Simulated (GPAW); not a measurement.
# ZnSe (Stilleite) (F-43m) in GPAW: a series of runs

Aim: see how the results for ZnSe (Stilleite) move with the level of theory and the settings. Levels: LDA, PBE. Tasks: single point.

Program: GPAW 26.7.0. These are calculated values, not measurements. Logs are shortened: lines on timing, memory, paths and dates and some standing lists are left out, and cuts for length are marked. The log counts tension as positive stress, the text compression.

**What was measured.**

From “Alloy Disordering Effects on the Thermal Conductivity and Energy Gap Temperature Dependence of Cd1−xZnxSe Ternary Crystals Grown by the Bridgman Method”, 2023, pmc:10253836, for a bulk crystal of ZnSe at 300 K: band gap 2.695 ± 0.003 eV (an exciton energy, a little under the gap).

The results are compared with them further down.

### Step 1. The crystal as given

It takes space group F-43m (No. 216, cubic). The conventional cell has a = 5.668 Å, b = 5.668 Å, c = 5.668 Å, α = 90.00°, β = 90.00°, γ = 90.00°. Around Se (site symmetry -43m) lie 4 Zn at 2.45 Å. Zn (site symmetry -43m) has 4 Se at 2.45 Å as nearest neighbours.

### Step 2. Single point, LDA

The input, run.py:

```python
from ase.dft.bandgap import bandgap
from ase.io import read, write
from ase.units import GPa
from gpaw import GPAW, PW

atoms = read('ZnSe.xyz')

calc = GPAW(mode=PW(500),
            xc='LDA',
            kpts={'size': (7, 7, 7), 'gamma': True},
            occupations={'name': 'fermi-dirac', 'width': 0.05},
            nbands=18,
            maxiter=120,
            txt='gpaw.txt')
atoms.calc = calc
energy = atoms.get_potential_energy()
forces = atoms.get_forces()
stress = atoms.get_stress()
calc.write('gs.gpw')
write('result.traj', atoms)
print(f'Energy: {energy:.6f} eV')
print('Forces (eV/A):')
print(forces.round(4))
print('Stress (GPa):', (stress / GPa).round(3))
print('Fermi level:', round(calc.get_fermi_level(), 4), 'eV')
print(f'Gap: {bandgap(calc)[0]:.4f} eV, direct: {bandgap(calc, direct=True)[0]:.4f} eV')
```

The input, ZnSe.xyz:

```xyz
2
Lattice="0.0000000000 2.8338000000 2.8338000000 2.8338000000 0.0000000000 2.8338000000 2.8338000000 2.8338000000 0.0000000000" Properties=species:S:1:pos:R:3 pbc="T T T"
Se     4.2507000000      4.2507000000      4.2507000000
Zn     0.0000000000      0.0000000000      0.0000000000
```

Potentials or basis: the program's PAW data sets (release 1.2.1) made for this functional, pw.

On the command line:

```bash
> OMP_NUM_THREADS=1 python run.py
```

gpaw.txt:

```text
__  _  _
 | _ |_)|_||  |
 |__||  | ||/\| - 26.7.0

Input parameters:
  mode=PW(ecut=500.0),
  kpts=MonkhorstPack(size=(7, 7, 7), gamma=True),
  maxiter=120,
  nbands=18,
  occupations=Occupations(name='fermi-dirac', width=0.05),
  xc=XC(name='LDA')

Diagonalizing LCAO Hamiltonian
Converting LCAO to pw mode

                    Se

       Zn

Atoms  # Å, Bohr magnetons
|   | symbol |        x |        y |        z |    initial magnetic moments |
|---|--------|----------|----------|----------|-----------------------------|
| 0 |     Se | 4.250700 | 4.250700 | 4.250700 | ( 0.0000,  0.0000,  0.0000) |
| 1 |     Zn | 0.000000 | 0.000000 | 0.000000 | ( 0.0000,  0.0000,  0.0000) |

Unit cell  # Å
| periodic |        x |        y |        z |  lengths |    angles |
|----------|----------|----------|----------|----------|-----------|
|      yes | 0.000000 | 2.833800 | 2.833800 | 4.007598 | 60.000000 |
|      yes | 2.833800 | 0.000000 | 2.833800 | 4.007598 | 60.000000 |
|      yes | 2.833800 | 2.833800 | 0.000000 | 4.007598 | 60.000000 |

Number of symmetries: 24
Symmetry operations  # r_c * U_cc + t_c -> r_c
|    | kind |            matrix            |
|----|------|------------------------------|
|  0 |  E   |  1, 0, 0,  0, 1, 0,  0, 0, 1 |
|  1 |  σ   |  1, 0, 0,  0, 0, 1,  0, 1, 0 |
|  2 |  σ   |  1, 0,-1,  0, 1,-1,  0, 0,-1 |
|  3 |  C3  |  1, 0,-1,  0, 0,-1,  0, 1,-1 |
|  4 |  C3  |  1,-1, 0,  0,-1, 1,  0,-1, 0 |
|  5 |  σ   |  1,-1, 0,  0,-1, 0,  0,-1, 1 |
|  6 |  σ   |  0, 1, 0,  1, 0, 0,  0, 0, 1 |
|  7 |  C3  |  0, 1, 0,  0, 0, 1,  1, 0, 0 |
|  8 |  C2  |  0, 1,-1,  1, 0,-1,  0, 0,-1 |
|  9 |  S4  |  0, 1,-1,  0, 0,-1,  1, 0,-1 |
| 10 |  C3  |  0, 0, 1,  1, 0, 0,  0, 1, 0 |
| 11 |  σ   |  0, 0, 1,  0, 1, 0,  1, 0, 0 |
| 12 |  S4  |  0, 0,-1,  1, 0,-1,  0, 1,-1 |
| 13 |  C3  |  0, 0,-1,  0, 1,-1,  1, 0,-1 |
| 14 |  S4  |  0,-1, 1,  1,-1, 0,  0,-1, 0 |
| 15 |  C2  |  0,-1, 1,  0,-1, 0,  1,-1, 0 |
| 16 |  C3  |  0,-1, 0,  1,-1, 0,  0,-1, 1 |
| 17 |  S4  |  0,-1, 0,  0,-1, 1,  1,-1, 0 |
| 18 |  S4  | -1, 1, 0, -1, 0, 1, -1, 0, 0 |
| 19 |  C3  | -1, 1, 0, -1, 0, 0, -1, 0, 1 |
| 20 |  C3  | -1, 0, 1, -1, 1, 0, -1, 0, 0 |
| 21 |  S4  | -1, 0, 1, -1, 0, 0, -1, 1, 0 |
| 22 |  σ   | -1, 0, 0, -1, 1, 0, -1, 0, 1 |
| 23 |  C2  | -1, 0, 0, -1, 0, 1, -1, 1, 0 |

BZ-sampling:
  Number of BZ points: 343
  Number of IBZ points: 20

  Monkhorst-Pack size: [7, 7, 7]
  Monkhorst-Pack shift: [0, 0, 0]

K-points  # in reciprocal-cell coordinates
|     |                                coordinates |     weight |
|-----|--------------------------------------------|------------|
|   0 | (  0.00000000,   0.00000000,   0.00000000) | 0.00291545 |
|   1 | (  0.14285714,   0.14285714,   0.00000000) | 0.01749271 |
|   2 | (  0.14285714,   0.14285714,   0.14285714) | 0.02332362 |
|   3 | (  0.28571429,   0.14285714,   0.14285714) | 0.03498542 |
|   4 | (  0.28571429,   0.28571429,   0.00000000) | 0.01749271 |
|   5 | (  0.28571429,   0.28571429,   0.14285714) | 0.06997085 |
|   6 | (  0.28571429,   0.28571429,   0.28571429) | 0.02332362 |
|   7 | (  0.42857143,  -0.28571429,  -0.28571429) | 0.03498542 |
|   8 | (  0.42857143,   0.28571429,  -0.42857143) | 0.13994169 |
|   9 | (  0.42857143,   0.28571429,  -0.28571429) | 0.06997085 |
| ... |                                            |            |
|  19 | (  0.42857143,   0.42857143,   0.42857143) | 0.02332362 |

Plane wave coefficients: 1173
Cutoff: 500.0 eV

Spin-components: 1 (collinear spins)
Bands:           18
Projectors:      11
Spin-degeneracy: 2
Datatype:        complex128

Parallelization:
  kpt:    1
  domain: 1
  band:   1

Density:
  Valence electrons: 18.0
  Components: 1
  Grid points: [21 21 21]
  Charge: 0.0  # |e|

Potential:
  Grid points: [21 21 21]

species:
  Se:
    name:    Selenium
    Z:       34.0
    valence: 6
    core:    28
    charge:  0.0  # [|e|]
    compensation charges:
      type: gauss
      rc: 0.27  # [Å]
      lmax: 2
    cutoffs:
      filter: 1.77  # [Å]
      core: 2.67  # [Å]
    projectors
    | kind |    occ | energy [eV] | rcut [Å] |
    |------|--------|-------------|----------|
    |   4s |  2.000 |     -17.472 |    0.847 |
    |   4p |  4.000 |      -6.656 |    1.005 |
    |    s |        |       9.739 |    0.847 |
    |    p |        |      20.555 |    1.005 |
    |    d |        |       0.000 |    0.847 |

    Using partial waves for Se as LCAO basis

  Zn:
    name:    Zinc
    Z:       30.0
    valence: 12
    core:    18
    charge:  0.0  # [|e|]
    compensation charges:
      type: gauss
      rc: 0.37  # [Å]
      lmax: 2
    cutoffs:
      filter: 2.14  # [Å]
      core: 2.28  # [Å]
    projectors
    | kind |    occ | energy [eV] | rcut [Å] |
    |------|--------|-------------|----------|
    |   4s |  2.000 |      -6.218 |    1.286 |
    |   4p |  0.000 |      -1.230 |    1.270 |
    |   3d | 10.000 |     -10.426 |    1.180 |
    |    s |        |      20.994 |    1.286 |
    |    p |        |      25.981 |    1.270 |
    |    d |        |      16.786 |    1.180 |

    Using partial waves for Zn as LCAO basis

Reference energy: -114805.075344  # eV

eigensolver:
  PPCG
  Converge bands: occupied
  niter=2

density mixing:
  MSR1-Mixer
  Pratt-step length: 0.05
  Maximum mixing coefficient: 0.75
  Old densities: 10
  SVD Regularization: 0.005
  Good broyden scale: 1.0
  Trust region scale: 1.0
  Backstep threshold: 4.0
  History deletion threshold: 6.0
  Fourier metric: weight=20.0, sigma=0.015

occupation numbers:
  Fermi-Dirac:
    width: 0.0500  # eV

poisson solver:
  ecut: 4000.0  # eV

xc functional:
  name: None

convergence criteria:
- Maximum [total energy] change in last 3 cyles: 0.0005 eV / valence electron
- Maximum integral of absolute [dens]ity change: 0.0001 electrons / valence electron
- Maximum integral of absolute [eigenst]ate change: 4e-08 eV^2 / valence electron
maximum number of iterations: 120

SCF iterations
|iter     | |      energy | eigst |  dens |
|---------|-|-------------|-------|-------|
|iter:   1| |   -7.691106 | -0.34 |       |
|iter:   2| |   -7.632135 | -2.22 | -1.26 |
|iter:   3| |   -7.442088 | -1.70 | -1.31 |
|iter:   4| |   -7.437703 | -2.83 | -1.85 |
|iter:   5| |   -7.437774c| -4.33 | -2.36 |
|iter:   6| |   -7.437760c| -5.08 | -3.31 |
|iter:   7| |   -7.437765c| -6.41 | -3.73 |
|iter:   8| |   -7.437766c| -7.28 | -4.14c|
|iter:   9| |   -7.437766c| -8.08c| -5.50c|

Converged in 9 steps
Energy contributions relative to reference atoms: (reference = -114805.075344)

Energy contributions:
  Kinetic:           9.843165
  Coulomb:          -8.411197
  Zero:             -0.040288
  External:          0.000000
  Xc:               -8.829446
  Entropy:          -0.000000
  Spinorbit:         0.000000
  ----------------------------
  Free energy:      -7.437766
  Extrapolated:     -7.437766

dipole moment: (-7.137807, -7.137807, -7.137807)  # |e|*Ang

Fermi level: 4.105
Eigenvalues  # (at kpt = [0.000, 0.000, 0.000])
| band index |      eig [eV] | occ [0-2] |
|------------|---------------|-----------|
|          0 |        -9.756 |     2.000 |
|          1 |        -3.075 |     2.000 |
|          2 |        -3.075 |     2.000 |
|          3 |        -3.075 |     2.000 |
|          4 |        -2.716 |     2.000 |
|          5 |        -2.716 |     2.000 |
[... 10 lines left out ...]
|         16 |        16.452 |     0.000 |
|         17 |        16.452 |     0.000 |

Gap: 1.044 eV
Transition (v -> c):
  (s=0, k=0, n=8, [0.00, 0.00, 0.00]) -> (s=0, k=0, n=9, [0.00, 0.00, 0.00])
No difference between direct/indirect transitions

Forces  # eV/Ang
|        x |        y |       z |
|----------|----------|---------|
|  0.00000 | -0.00000 | 0.00000 |  # Se   0
| -0.00000 | -0.00000 | 0.00000 |  # Zn   1

Stress tensor  # eV/Ang^3
|         x |        y |         z |
|-----------|----------|-----------|
|  0.023632 | 0.000000 | -0.000000 |
|  0.000000 | 0.023632 |  0.000000 |
| -0.000000 | 0.000000 |  0.023632 |

# Writing to gs.gpw (mode='')
```

Wall time 5.8 s (1 thread of Intel Xeon 6975P-C (Granite Rapids), shared host); peak memory 0.14 GiB.

Results:

```
Free energy            : -7.4378 eV
Pressure               : -3.8 GPa
Band gap on the k mesh : 1.04 eV, direct
```

Caveat: the cutoff is short for stress and forces, so pressures can be off by a GPa or more.

### Step 3. Single point, PBE

run.py: that of step 2 with these lines changed.

```diff
@@ -1,3 +1,4 @@
+from ase import Atoms
 from ase.dft.bandgap import bandgap
-from ase.io import read, write
+from ase.io import write
 from ase.units import GPa
@@ -5,6 +6,12 @@
 
-atoms = read('ZnSe.xyz')
+atoms = Atoms(['Se', 'Zn'],
+              cell=[[0.0, 2.8338, 2.8338],
+                    [2.8338, 0.0, 2.8338],
+                    [2.8338, 2.8338, 0.0]],
+              scaled_positions=[[0.75, 0.75, 0.75],
+                                [0.0, 0.0, 0.0]],
+              pbc=True)
 
 calc = GPAW(mode=PW(500),
-            xc='LDA',
+            xc='PBE',
             kpts={'size': (7, 7, 7), 'gamma': True},
```

Potentials or basis: GPAW PAW data sets (gpaw-data 1.2.1), pw.

On the command line:

```bash
> OMP_NUM_THREADS=1 python run.py
```

gpaw.txt:

```text
__  _  _
 | _ |_)|_||  |
 |__||  | ||/\| - 26.7.0

Input parameters:
  mode=PW(ecut=500.0),
  kpts=MonkhorstPack(size=(7, 7, 7), gamma=True),
  maxiter=120,
  nbands=18,
  occupations=Occupations(name='fermi-dirac', width=0.05),
  xc=XC(name='PBE')

Diagonalizing LCAO Hamiltonian
Converting LCAO to pw mode

                    Se

       Zn

Atoms  # Å, Bohr magnetons
|   | symbol |        x |        y |        z |    initial magnetic moments |
|---|--------|----------|----------|----------|-----------------------------|
| 0 |     Se | 4.250700 | 4.250700 | 4.250700 | ( 0.0000,  0.0000,  0.0000) |
| 1 |     Zn | 0.000000 | 0.000000 | 0.000000 | ( 0.0000,  0.0000,  0.0000) |

Unit cell  # Å
| periodic |        x |        y |        z |  lengths |    angles |
|----------|----------|----------|----------|----------|-----------|
|      yes | 0.000000 | 2.833800 | 2.833800 | 4.007598 | 60.000000 |
|      yes | 2.833800 | 0.000000 | 2.833800 | 4.007598 | 60.000000 |
|      yes | 2.833800 | 2.833800 | 0.000000 | 4.007598 | 60.000000 |

Number of symmetries: 24
Symmetry operations  # r_c * U_cc + t_c -> r_c
|    | kind |            matrix            |
|----|------|------------------------------|
|  0 |  E   |  1, 0, 0,  0, 1, 0,  0, 0, 1 |
|  1 |  σ   |  1, 0, 0,  0, 0, 1,  0, 1, 0 |
|  2 |  σ   |  1, 0,-1,  0, 1,-1,  0, 0,-1 |
|  3 |  C3  |  1, 0,-1,  0, 0,-1,  0, 1,-1 |
|  4 |  C3  |  1,-1, 0,  0,-1, 1,  0,-1, 0 |
|  5 |  σ   |  1,-1, 0,  0,-1, 0,  0,-1, 1 |
|  6 |  σ   |  0, 1, 0,  1, 0, 0,  0, 0, 1 |
[... 141 lines left out ...]
  name: PBE with 2 nearest neighbor stencil

convergence criteria:
- Maximum [total energy] change in last 3 cyles: 0.0005 eV / valence electron
- Maximum integral of absolute [dens]ity change: 0.0001 electrons / valence electron
- Maximum integral of absolute [eigenst]ate change: 4e-08 eV^2 / valence electron
maximum number of iterations: 120

SCF iterations
|iter     | |      energy | eigst |  dens |
|---------|-|-------------|-------|-------|
|iter:   1| |   -6.334137 | -0.33 |       |
|iter:   2| |   -6.276389 | -2.25 | -1.24 |
|iter:   3| |   -6.093835 | -1.66 | -1.28 |
|iter:   4| |   -6.093549 | -2.68 | -1.83 |
|iter:   5| |   -6.094561c| -3.84 | -2.31 |
|iter:   6| |   -6.094523c| -4.33 | -2.95 |
|iter:   7| |   -6.094543c| -5.38 | -3.53 |
|iter:   8| |   -6.094547c| -6.20 | -3.93 |
|iter:   9| |   -6.094547c| -8.27c| -5.05c|

Converged in 9 steps
Energy contributions relative to reference atoms: (reference = -114964.858784)

Energy contributions:
  Kinetic:          13.079508
  Coulomb:         -11.114625
  Zero:             -0.049948
  External:          0.000000
  Xc:               -8.009483
  Entropy:          -0.000000
  Spinorbit:         0.000000
  ----------------------------
  Free energy:      -6.094547
  Extrapolated:     -6.094547

dipole moment: (-7.077876, -7.077876, -7.077876)  # |e|*Ang

Fermi level: 4.552
Eigenvalues  # (at kpt = [0.000, 0.000, 0.000])
| band index |      eig [eV] | occ [0-2] |
|------------|---------------|-----------|
|          0 |        -9.373 |     2.000 |
|          1 |        -2.643 |     2.000 |
|          2 |        -2.643 |     2.000 |
|          3 |        -2.643 |     2.000 |
|          4 |        -2.278 |     2.000 |
|          5 |        -2.278 |     2.000 |
[... 10 lines left out ...]
|         16 |        16.945 |     0.000 |
|         17 |        16.945 |     0.000 |

Gap: 1.298 eV
Transition (v -> c):
  (s=0, k=0, n=8, [0.00, 0.00, 0.00]) -> (s=0, k=0, n=9, [0.00, 0.00, 0.00])
No difference between direct/indirect transitions

Forces  # eV/Ang
|        x |       y |        z |
|----------|---------|----------|
| -0.00000 | 0.00000 | -0.00000 |  # Se   0
|  0.00000 | 0.00000 |  0.00000 |  # Zn   1

Stress tensor  # eV/Ang^3
|         x |         y |         z |
|-----------|-----------|-----------|
| -0.012128 |  0.000000 |  0.000000 |
|  0.000000 | -0.012128 |  0.000000 |
|  0.000000 |  0.000000 | -0.012128 |

# Writing to gs.gpw (mode='')
```

It took 11 s on 1 thread of Arm Neoverse V1, shared host; peak memory 0.14 GiB.

What came out:

| Property | Result |
| --- | --- |
| Free energy | -6.0945 eV |
| Pressure | 1.9 GPa |
| Band gap on the k mesh | 1.30 eV, direct |

Caveat: the cutoff is short for stress and forces, so pressures can be off by a GPa or more.

### Step 4. Comparison with measurements

Step 2. A measured gap of ZnSe is 2.695 eV (an exciton energy, a little under the gap; 300 K; “Alloy Disordering Effects on the Thermal Conductivity and Energy Gap Temperature Dependence of Cd1−xZnxSe Ternary Crystals Grown by the Bridgman Method”, 2023, pmc:10253836); the calculated 1.04 eV misses it by -1.65 eV. So large a miss can be the level of theory's own, or it may mean another phase, state or a wrong row. Spin-orbit coupling on Se is left out. The value is that of LDA, without temperature or zero-point motion. Semilocal functionals fall short of measured gaps as a rule.

Step 3. Measured gap of ZnSe: 2.695 eV (an exciton energy, a little under the gap; 300 K; “Alloy Disordering Effects on the Thermal Conductivity and Energy Gap Temperature Dependence of Cd1−xZnxSe Ternary Crystals Grown by the Bridgman Method”, 2023, pmc:10253836). This calculation gives 1.30 eV (-1.40 eV). So large a miss can be the level of theory's own, or it may mean another phase, state or a wrong row. Spin-orbit coupling on Se is left out. The value is that of PBE, without temperature or zero-point motion. Semilocal functionals fall short of measured gaps as a rule.
